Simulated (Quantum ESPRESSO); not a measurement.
# Nb (Im-3m) in Quantum ESPRESSO: reference runs, part 2 of 2

Quantum ESPRESSO 7.5.

**3. Single point, PBEsol, 17.32 Å³/atom**

pw.in

```
&CONTROL
  calculation = 'scf'
  prefix = 'pwscf'
  outdir = './tmp'
  pseudo_dir = './pseudo'
  tprnfor = .true.
  tstress = .true.
  disk_io = 'nowf'
/
&SYSTEM
  ibrav = 0
  nat = 1
  ntyp = 1
  ecutwfc = 45
  ecutrho = 360
  nbnd = 12
  occupations = 'smearing'
  smearing = 'fd'
  degauss = 0.00367493
/
&ELECTRONS
  conv_thr = 2d-10
  electron_maxstep = 120
  mixing_beta = 0.5
/
ATOMIC_SPECIES
Nb    92.9064 nb_pbesol_v1.uspp.F.UPF
CELL_PARAMETERS angstrom
  -1.6299823056    1.6299823056    1.6299823056
   1.6299823056   -1.6299823056    1.6299823056
   1.6299823056    1.6299823056   -1.6299823056
ATOMIC_POSITIONS crystal
Nb     0.0000000000    0.0000000000    0.0000000000
K_POINTS automatic
11 11 11 0 0 0
```

Potentials or basis: GBRV 1.5 PBEsol.

On the command line:

```bash
> OMP_NUM_THREADS=1 mpirun -n 2 pw.x -nk 2 -in pw.in > pw.out
```

Wall time 4.4 s (2 MPI ranks of Arm Neoverse V1, shared host); peak memory 0.14 GiB.

It converged, with:

* Free energy: -1604.4731 eV
* Pressure: 2.3 GPa
* Band gap on the k mesh: none (metal or under the smearing width)

**4. Single point, PBEsol, 17.69 Å³/atom**

Edit pw.in of step 3 so:

```diff
@@ -28,5 +28,5 @@
 CELL_PARAMETERS angstrom
-  -1.6299823056    1.6299823056    1.6299823056
-   1.6299823056   -1.6299823056    1.6299823056
-   1.6299823056    1.6299823056   -1.6299823056
+  -1.6414614324    1.6414614324    1.6414614324
+   1.6414614324   -1.6414614324    1.6414614324
+   1.6414614324    1.6414614324   -1.6414614324
 ATOMIC_POSITIONS crystal
```

On the command line:

```bash
> OMP_NUM_THREADS=1 mpirun -n 2 pw.x -nk 2 -in pw.in > pw.out
```

It took 4.3 s on 2 MPI ranks of Arm Neoverse V1, shared host; peak memory 0.14 GiB.

The run converged. Its results:

* Free energy: -1604.4746 eV
* Pressure: -1.6 GPa
* Band gap on the k mesh: none (metal or under the smearing width)

**5. Single point, PBEsol, 18.06 Å³/atom**

Edit pw.in of step 4 so:

```diff
@@ -28,5 +28,5 @@
 CELL_PARAMETERS angstrom
-  -1.6414614324    1.6414614324    1.6414614324
-   1.6414614324   -1.6414614324    1.6414614324
-   1.6414614324    1.6414614324   -1.6414614324
+  -1.6527822138    1.6527822138    1.6527822138
+   1.6527822138   -1.6527822138    1.6527822138
+   1.6527822138    1.6527822138   -1.6527822138
 ATOMIC_POSITIONS crystal
```

On the command line:

```bash
> OMP_NUM_THREADS=1 mpirun -n 2 pw.x -nk 2 -in pw.in > pw.out
```

Wall time 4.4 s (2 MPI ranks of Arm Neoverse V1, shared host); peak memory 0.14 GiB.

The run converged. Its results:

- Free energy: -1604.4676 eV
- Pressure: -5.1 GPa
- Band gap on the k mesh: none (metal or under the smearing width)

**6. Single point, PBEsol, 18.43 Å³/atom**

Edit pw.in of step 5 so:

```diff
@@ -28,5 +28,5 @@
 CELL_PARAMETERS angstrom
-  -1.6527822138    1.6527822138    1.6527822138
-   1.6527822138   -1.6527822138    1.6527822138
-   1.6527822138    1.6527822138   -1.6527822138
+  -1.6639500000    1.6639500000    1.6639500000
+   1.6639500000   -1.6639500000    1.6639500000
+   1.6639500000    1.6639500000   -1.6639500000
 ATOMIC_POSITIONS crystal
```

Potentials or basis: GBRV 1.5 PBEsol.

On the command line:

```bash
> OMP_NUM_THREADS=1 mpirun -n 2 pw.x -nk 2 -in pw.in > pw.out
```

Run time: 4.4 s. Hardware: 2 MPI ranks of Arm Neoverse V1, shared host; peak memory 0.14 GiB.

Results (log left out):

| Property | Result |
| --- | --- |
| Free energy | -1604.4529 eV |
| Pressure | -8.3 GPa |
| Band gap on the k mesh | none (metal or under the smearing width) |

**7. Single point, PBEsol, 18.80 Å³/atom**

Edit pw.in of step 6 so:

```diff
@@ -28,5 +28,5 @@
 CELL_PARAMETERS angstrom
-  -1.6639500000    1.6639500000    1.6639500000
-   1.6639500000   -1.6639500000    1.6639500000
-   1.6639500000    1.6639500000   -1.6639500000
+  -1.6749698576    1.6749698576    1.6749698576
+   1.6749698576   -1.6749698576    1.6749698576
+   1.6749698576    1.6749698576   -1.6749698576
 ATOMIC_POSITIONS crystal
```

On the command line:

```bash
> OMP_NUM_THREADS=1 mpirun -n 2 pw.x -nk 2 -in pw.in > pw.out
```

Wall time 4.4 s (2 MPI ranks of Arm Neoverse V1, shared host); peak memory 0.14 GiB.

The run converged. Its results:

```
Free energy            : -1604.4310 eV
Pressure               : -11.3 GPa
Band gap on the k mesh : none (metal or under the smearing width)
```

**8. Single point, PBEsol, 19.17 Å³/atom**

Edit pw.in of step 7 so:

```diff
@@ -28,5 +28,5 @@
 CELL_PARAMETERS angstrom
-  -1.6749698576    1.6749698576    1.6749698576
-   1.6749698576   -1.6749698576    1.6749698576
-   1.6749698576    1.6749698576   -1.6749698576
+  -1.6858465900    1.6858465900    1.6858465900
+   1.6858465900   -1.6858465900    1.6858465900
+   1.6858465900    1.6858465900   -1.6858465900
 ATOMIC_POSITIONS crystal
```

On the command line:

```bash
> OMP_NUM_THREADS=1 mpirun -n 2 pw.x -nk 2 -in pw.in > pw.out
```

Wall time 4.8 s (2 MPI ranks of Arm Neoverse V1, shared host); peak memory 0.14 GiB.

The run converged. Its results:

| Quantity | Value |
| --- | --- |
| Free energy | -1604.4027 eV |
| Pressure | -13.9 GPa |
| Band gap on the k mesh | none (metal or under the smearing width) |

**9. Single point, PBEsol, 19.53 Å³/atom**

Edit pw.in of step 8 so:

```diff
@@ -28,5 +28,5 @@
 CELL_PARAMETERS angstrom
-  -1.6858465900    1.6858465900    1.6858465900
-   1.6858465900   -1.6858465900    1.6858465900
-   1.6858465900    1.6858465900   -1.6858465900
+  -1.6965847559    1.6965847559    1.6965847559
+   1.6965847559   -1.6965847559    1.6965847559
+   1.6965847559    1.6965847559   -1.6965847559
 ATOMIC_POSITIONS crystal
```

Potentials or basis: GBRV 1.5 PBEsol.

On the command line:

```bash
> OMP_NUM_THREADS=1 mpirun -n 2 pw.x -nk 2 -in pw.in > pw.out
```

Wall time 4.6 s (2 MPI ranks of Arm Neoverse V1, shared host); peak memory 0.14 GiB.

The run converged. Its results:

```yaml
Free_energy: -1604.3684 eV
Pressure: -16.4 GPa
Band_gap_on_the_k_mesh: none (metal or under the smearing width)
```

**10. Equation of state, PBEsol**

Potentials or basis: GBRV 1.5 PBEsol.

This step only gathers the single runs of the series.

Results:

* Equilibrium volume: 17.57 Å³/atom
* Bulk modulus: 182 GPa
* Pressure derivative of the bulk modulus: 3.3

Energy against volume, from the lowest point:
| volume (Å³/atom) | energy (meV/atom) |
| --- | --- |
| 17.322 | 1.49 |
| 17.691 | 0.00 |
| 18.060 | 6.97 |
| 18.428 | 21.69 |
| 18.797 | 43.57 |
| 19.165 | 71.95 |
| 19.534 | 106.18 |

**11. Single point, PBEsol (cell strained at random at fixed volume)**

Edit pw.in of step 9 so:

```diff
@@ -28,7 +28,7 @@
 CELL_PARAMETERS angstrom
-  -1.6965847559    1.6965847559    1.6965847559
-   1.6965847559   -1.6965847559    1.6965847559
-   1.6965847559    1.6965847559   -1.6965847559
+  -1.6548140000    1.6618910000    1.6630990000
+   1.6118880000   -1.6697760000    1.6280580000
+   1.7028480000    1.7178090000   -1.6709840000
 ATOMIC_POSITIONS crystal
-Nb     0.0000000000    0.0000000000    0.0000000000
+Nb    -0.0028920000   -0.0076530000    0.0052760000
 K_POINTS automatic
```

Potentials or basis: GBRV 1.5 PBEsol.

On the command line:

```bash
> OMP_NUM_THREADS=1 mpirun -n 2 pw.x -nk 2 -in pw.in > pw.out
```

pw.out:

```text
This program is part of the open-source Quantum ESPRESSO suite
     for quantum simulation of materials; please cite
         "P. Giannozzi et al., J. Phys.:Condens. Matter 21 395502 (2009);
         "P. Giannozzi et al., J. Phys.:Condens. Matter 29 465901 (2017);
         "P. Giannozzi et al., J. Chem. Phys. 152 154105 (2020);
     in publications or presentations arising from this work. More details at

     K-points division:     npool     =       2
     Subspace diagonalization in iterative solution of the eigenvalue problem:
     a serial algorithm will be used

     G-vector sticks info
     --------------------
     sticks:   dense  smooth     PW     G-vecs:    dense   smooth      PW
     Sum         785     395    153                14349     5079    1199

     Using Slab Decomposition

     bravais-lattice index     =            0
     lattice parameter (alat)  =       5.4331  a.u.
     unit-cell volume          =     124.3591 (a.u.)^3
[... 70 lines left out ...]

     Davidson diagonalization with overlap
     ethr =  7.54E-04,  avg # of iterations =  1.1

     total energy              =    -117.91133099 Ry
     estimated scf accuracy    <       0.09892244 Ry
[... 50 lines left out ...]
     iteration #  9     ecut=    45.00 Ry     beta= 0.50
     Davidson diagonalization with overlap
     ethr =  2.88E-12,  avg # of iterations =  2.0

     End of self-consistent calculation

     Number of k-points >= 100: set verbosity='high' to print the bands.

     the Fermi energy is    17.3331 ev

!    total energy              =    -117.92485945 Ry
     estimated scf accuracy    <          9.5E-13 Ry
     smearing contrib. (-TS)   =      -0.00105447 Ry
     internal energy E=F+TS    =    -117.92380498 Ry

     The total energy is F=E-TS. E is the sum of the following terms:
     one-electron contribution =     -17.03943953 Ry
     hartree contribution      =      15.18184380 Ry
     xc contribution           =     -18.28459077 Ry
     ewald contribution        =     -97.78161848 Ry

     convergence has been achieved in   9 iterations

     Forces acting on atoms (cartesian axes, Ry/au):

     atom    1 type  1   force =     0.00000000    0.00000000    0.00000000

     Total force =     0.000000     Total SCF correction =     0.000000

     Computing stress (Cartesian axis) and pressure

          total   stress  (Ry/bohr**3)                   (kbar)     P=      -83.96
  -0.00054364  -0.00004303   0.00002521          -79.97       -6.33        3.71
  -0.00004303  -0.00066911   0.00001373           -6.33      -98.43        2.02
   0.00002521   0.00001373  -0.00049945            3.71        2.02      -73.47

=------------------------------------------------------------------------------=
   JOB DONE.
=------------------------------------------------------------------------------=
```

Run time: 41 s. Hardware: 2 MPI ranks of Arm Neoverse V1, shared host; peak memory 0.2 GiB.

Results:

```
Free energy            : -1604.4494 eV
Pressure               : -8.4 GPa
Band gap on the k mesh : none (metal or under the smearing width)
```

Levels at points of the mesh, in eV from the Fermi level:
| k point | band 3 | band 4 | band 5 | band 6 | band 7 | band 8 | band 9 | band 10 | band 11 | band 12 |
| --- | --- | --- | --- | --- | --- | --- | --- | --- | --- | --- |
| (0.00, 0.00, 0.00) | -29.64 | -29.59 | -5.87 | 0.09 | 0.35 | 0.72 | 3.08 | 3.42 | 13.76 | 14.13 |

**12. Summary**

```csv
task,cell,gap on the mesh (eV),pressure (GPa)
single point,as given,none,-8.3
equation of state,as given,-,-
single point,cell strained at random at fixed volume,none,-8.4
```

Alike in all rows: level PBEsol; potentials or basis GBRV 1.5 PBEsol; no spin polarisation; k mesh 11 × 11 × 11; cutoff (eV) 612; smearing fermi-dirac 0.05 eV.

Total energies depend on the potentials used, so only differences within one code and one set of settings carry meaning.

**13. Comparison with measurements**

Step 10. Measured bulk modulus of Nb: 169 GPa (quoted in “Pressure effects on the electronic structure and superconductivity of (TaNb)0.67(HfZrTi)0.33 high entropy alloy”, 2019, arxiv:1910.08312). This calculation gives 182 GPa (+7.4 %). The fit is for a static lattice scaled at fixed shape and fixed fractional positions.
